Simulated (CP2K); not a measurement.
The system is WC.

```
W C
1.0
     3.25567    0.00000    0.00000
     1.62784    2.81950    0.00000
     1.62784    0.93983    2.65825
W C
1 1
Direct
  0.00000 0.00000 0.00000
  0.75000 0.75000 0.75000
```

The cell was built by a generator and needn't be a form met in nature.

Base run:

- Program: CP2K 2026.2
- Functional: PBE
- Potentials or basis: GTH_POTENTIALS W GTH-PADE-q14, C GTH-PADE-q4; DZVP-MOLOPT-SR-GTH basis
- Density cutoff: 6123 eV
- k mesh: 10 × 10 × 10
- Occupations: fermi-dirac, width 0.05 eV
- Spin: no spin polarisation

Its results: band gap on the k mesh none (metal or under the smearing width); pressure -10.9 GPa.

Problem. The run is repeated on the same cell with these changes: potentials or basis from GTH_POTENTIALS W GTH-PADE-q14, C GTH-PADE-q4; DZVP-MOLOPT-SR-GTH basis to POTENTIAL_UZH W GTH-SCAN-q14, C GTH-SCAN-q4; DZVP-MOLOPT-SR-GTH basis; potentials from W GTH-PADE-q14 of GTH_POTENTIALS, C GTH-PADE-q4 of GTH_POTENTIALS to W GTH-SCAN-q14 of POTENTIAL_UZH, C GTH-SCAN-q4 of POTENTIAL_UZH. What comes out?

Solution. Band gap on the k mesh none (metal or under the smearing width); pressure 11.5 GPa.

Caveats: the potentials were made for another functional, which shifts forces and pressure; the basis of atomic orbitals isn't converged, which shifts pressures, moduli and gaps.
